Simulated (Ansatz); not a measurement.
The crystal is In3GaP4 (quasi-random alloy, started on the GaP lattice) (P1).

The cell holds 32 atoms: 4 Ga, 12 In and 16 P. Its edges and angles: a = 9.898 Å, b = 9.901 Å, c = 9.893 Å, α = 109.5°, β = 109.5°, γ = 109.5°. It derives from GaP.

```xyz
32
Lattice="-5.7157 5.7141 -5.7140 5.7179 5.7163 5.7141 5.7116 -5.7142 -5.7100" Properties=species:S:1:pos:R:3 pbc="T T T"
Ga   -0.0288    0.0244   -0.0471
In    2.8345    2.8281   -0.0008
In    0.0264   -0.0253   -5.6563
In    2.8792    2.8844   -5.7133
In   -2.8284    5.6890   -2.8587
Ga    5.7367    2.8948    2.8563
In    2.7810   -0.0211   -2.8531
In    5.7440    2.8857   -2.8562
In   -0.0252    5.6922   -0.0570
In   -2.8851    2.8837   -5.7127
In    5.7439    0.0251    0.0596
Ga    2.8791   -2.8689   -5.7023
In    2.9316    5.7401    2.9091
Ga   -0.0218    2.8359   -2.8013
In    2.8305    5.7418   -2.9056
In    5.6849   -2.8899   -2.9087
P     1.3635    1.3039    1.3481
P     4.3345    4.2019    1.5047
P     1.3576    1.5327   -4.2034
P     4.3677    4.3874   -4.3592
P    -1.3569    7.2315   -1.5282
P     1.2642   -1.4180   -1.4132
P     4.2870    1.4017   -1.4446
P     1.5285   -1.4960   -7.0482
P     1.4372    7.0979    1.4252
P    -1.3420    4.1940   -4.2062
P     7.1538    1.6115    1.4344
P     4.1864   -1.4747   -4.3572
P    -1.3654    1.5115   -1.3337
P     1.3790    4.2154   -1.5213
P    -1.4381    1.3990   -7.1200
P     7.1254   -1.4244   -1.4475
```

The structure was relaxed with LDA. The runs that relaxed it are not among those shown.

Gaps computed with Ansatz 0.2.0 without a self-energy: LDA 0.78 eV, LDA+SOC 0.76 eV and HSE06 1.83 eV.

Question: Estimate the G0W0@LDA gap with 2×2×2 mesh, 3112 empty bands, screening to 150 eV, PAW set soft_1 files.

About 1.48 eV: on its mesh the run moves the gap from 0.78 eV by +0.70 eV. Among the scalar-relativistic levels given, HSE06 is nearest (+0.35 eV). Bands and cutoff are finite, so the gap is not at the basis limit. The miss can reach some tenths of an eV and take either sign; the mesh is an error of its own. The 2×2×2 mesh is coarse for this cell (its supercell is 20 Å along the shortest edge). The RPA ε∞ on it, from the LDA start, is 21.06, 21.63 and 22.22; such meshes misread the long-range screening, most where the gap is narrow. The many-body steps are scalar-relativistic: spin-orbit coupling is not in them.

[Paths, hosts, dates, memory and timing lines, banners, echoed tables and standing remarks are left out of the program output.]

[Logs are printed without paths, hosts, clocks, repeated set-up lines and the standing remarks that a program may print on its own settings, such as how far it seeks lower states.]

[Runs of the session that timed out or met a known fault of the program may be left out.]

[Cells called generated may have been cut or substituted from an entry of the Crystallography Open Database or the Materials Project.]

[Hosts, paths, dates, database ids (printed as entryN), source tags and the programs' standing remarks are cut or masked in the printed files.]
